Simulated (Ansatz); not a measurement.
# Si, 64 atoms: a relaxation on a GPU

Aim: the relaxed geometry of Si in a cell of 64 atoms, and what it costs in time.

Program: Ansatz 0.2 early development. Level of theory: run time, relaxation, PBE, PAW. These are calculated values, not measurements.

**1. The cell**

It holds 64 Si; a = 10.862 Å, b = 10.862 Å, c = 10.862 Å, α = 90.00°, β = 90.00°, γ = 90.00°; 20.02 Å³ an atom; space group P1.

Cell or atoms stand a little off a more symmetric structure (Fd-3m at a tolerance of 0.3 Å), so results at this geometry aren't those of that ideal crystal.

**2. The calculation**

input.yaml

```yaml
crystal:
  lattice:
    - [10.862, 0, 0]
    - [0, 10.862, 0]
    - [0, 0, 10.862]
  atoms:
    - { symbol: Si, position: [0.001416, 0.001816, 0.000323] }
    - { symbol: Si, position: [0.126537, 0.126064, 0.126011] }
    - { symbol: Si, position: [0.000386, 0.250571, 0.249278] }
    - { symbol: Si, position: [0.124005, 0.376373, 0.374572] }
    - { symbol: Si, position: [0.248589, 0.001657, 0.251695] }
    - { symbol: Si, position: [0.373741, 0.124501, 0.375818] }
    - { symbol: Si, position: [0.250817, 0.251396, 5.1e-05] }
    - { symbol: Si, position: [0.37452, 0.373409, 0.125374] }
    - { symbol: Si, position: [-0.000573, 0.000271, 0.498651] }
    - { symbol: Si, position: [0.124027, 0.124807, 0.625747] }
    - { symbol: Si, position: [-0.001299, 0.248799, 0.749313] }
    - { symbol: Si, position: [0.126269, 0.376692, 0.87626] }
    - { symbol: Si, position: [0.250972, -0.000339, 0.749171] }
    - { symbol: Si, position: [0.374095, 0.12518, 0.873436] }
    - { symbol: Si, position: [0.24867, 0.250137, 0.499583] }
    - { symbol: Si, position: [0.374124, 0.375353, 0.626181] }
    - { symbol: Si, position: [0.001036, 0.500538, -0.001377] }
    - { symbol: Si, position: [0.126446, 0.624704, 0.125029] }
    - { symbol: Si, position: [-0.001328, 0.751084, 0.24866] }
    - { symbol: Si, position: [0.125508, 0.874705, 0.37362] }
    - { symbol: Si, position: [0.250521, 0.500518, 0.249765] }
    - { symbol: Si, position: [0.376546, 0.624435, 0.376067] }
    - { symbol: Si, position: [0.249636, 0.750336, 0.00142] }
    - { symbol: Si, position: [0.374632, 0.876412, 0.126779] }
    - { symbol: Si, position: [0.00091, 0.498424, 0.499787] }
    - { symbol: Si, position: [0.124999, 0.624585, 0.626191] }
    - { symbol: Si, position: [-0.000985, 0.750722, 0.749671] }
    - { symbol: Si, position: [0.12373, 0.874756, 0.875863] }
    - { symbol: Si, position: [0.250973, 0.501266, 0.749003] }
    - { symbol: Si, position: [0.374762, 0.62452, 0.873966] }
    - { symbol: Si, position: [0.25085, 0.749407, 0.49909] }
    - { symbol: Si, position: [0.375354, 0.873895, 0.626381] }
    - { symbol: Si, position: [0.498723, -0.00044, 0.001288] }
    - { symbol: Si, position: [0.625563, 0.12622, 0.126728] }
    - { symbol: Si, position: [0.499878, 0.249024, 0.249552] }
    - { symbol: Si, position: [0.626637, 0.375138, 0.376785] }
    - { symbol: Si, position: [0.748994, -0.001082, 0.250339] }
    - { symbol: Si, position: [0.875514, 0.123245, 0.375906] }
    - { symbol: Si, position: [0.748549, 0.249707, 0.000516] }
    - { symbol: Si, position: [0.876639, 0.375738, 0.124179] }
    - { symbol: Si, position: [0.500814, -0.000798, 0.499248] }
    - { symbol: Si, position: [0.625719, 0.123843, 0.62415] }
    - { symbol: Si, position: [0.500214, 0.249802, 0.751712] }
    - { symbol: Si, position: [0.623192, 0.37431, 0.875467] }
    - { symbol: Si, position: [0.748446, 0.000118, 0.749918] }
    - { symbol: Si, position: [0.874968, 0.123453, 0.874255] }
    - { symbol: Si, position: [0.748689, 0.25157, 0.500488] }
    - { symbol: Si, position: [0.874539, 0.375177, 0.625871] }
    - { symbol: Si, position: [0.499686, 0.500193, -0.001714] }
    - { symbol: Si, position: [0.624526, 0.62317, 0.123339] }
    - { symbol: Si, position: [0.49888, 0.74817, 0.251473] }
    - { symbol: Si, position: [0.623325, 0.875632, 0.373944] }
    - { symbol: Si, position: [0.750988, 0.498541, 0.249086] }
    - { symbol: Si, position: [0.876792, 0.623584, 0.374801] }
    - { symbol: Si, position: [0.749512, 0.748293, -0.001669] }
    - { symbol: Si, position: [0.876007, 0.874911, 0.124415] }
    - { symbol: Si, position: [0.498998, 0.499955, 0.49901] }
    - { symbol: Si, position: [0.623414, 0.624513, 0.626756] }
    - { symbol: Si, position: [0.499844, 0.74888, 0.748228] }
    - { symbol: Si, position: [0.624372, 0.874243, 0.875278] }
    - { symbol: Si, position: [0.749005, 0.500202, 0.750156] }
    - { symbol: Si, position: [0.873763, 0.624002, 0.874425] }
    - { symbol: Si, position: [0.750667, 0.748184, 0.500472] }
    - { symbol: Si, position: [0.875216, 0.876208, 0.625326] }
kpoints:
  mp_grid: { grid: [1, 1, 1] }
hamiltonian:
  xc: pbe
  pseudopotentials: { kind: paw }
scf:
  occupations: { method: fermi_dirac, width: "0.05 eV" }
  max_iter: 150
  lower_state_search: "off"
output:
  band_densities: [{ bands: [c1, c2] }, { e_range: [0, 2] }, { bands: [c1, c4] }]
  volumetric_format: npy
  eigenvalues: false
relax:
  max_steps: 2
  f_tol: 5.0
```

Run with:

```
$ ansatz run input --backend cuda --devices 0, --threads 11 --events-out ev
```

Q: Predict the outcome of this session. Wanted: free energy; electrons solved for; SCF passes in all; largest force.

The runs gave:

```
                      quantity                                                                                 value
time per pass of the first SCF                                                                                 0.2 s
                   free energy                                                    -40684.7959 eV (-635.6999 eV/atom)
          electrons solved for                                                                                   256
             SCF passes in all                                                                                     8
                 largest force                                                                            0.533 eV/Å
                     wall time  5.5 s (1 × NVIDIA GB300 with 11 threads of Arm Neoverse V2 (Grace), host not shared)
```

**Reading.** The largest share of the engine's clock (63 %) was the work after the first SCF. The k sampling stands for a supercell only 11 Å thick at its thinnest, so the values belong to these settings.
